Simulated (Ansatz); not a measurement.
HgTe (Coloradoite), 2 atoms in the cell. Symmetry: F-43m, No. 216, cubic system. Conventional cell: a = 6.429 Å, b = 6.429 Å, c = 6.429 Å, α = 90.00°, β = 90.00°, γ = 90.00°. Around Hg (site symmetry -43m) lie 4 Te at 2.78 Å. Around Te (site symmetry -43m) lie 4 Hg at 2.78 Å. 

| Property | Result |
| --- | --- |
| Program | Ansatz 0.2.0 |
| Task | density of states |
| Functional | r2SCAN |
| Potentials or basis | Ansatz PAW |
| Cutoff | 500 eV (not typed: the program's choice for these potentials) |
| k mesh | 7 × 7 × 7 |
| Occupations | fermi-dirac, width 0.05 eV |
| Spin | no spin polarisation |

Potentials or basis: Ansatz PAW.

Command:

```bash
$ ansatz run input.yaml --threads 2 --pin off --max-ram 5120MiB --backend cpu --events-out ev --progress --plain --runs-dir out
```

Hardware: 2 threads of Arm Neoverse V1, on a shared host.

Question: How long does it take, and how much memory?

Answer: Run time: 9.3 s on 2 threads of Arm Neoverse V1, with other jobs on the host, peak memory 0.53 GiB. Counts: scf iterations 6, plane waves 1687, k points 20, bands 24.
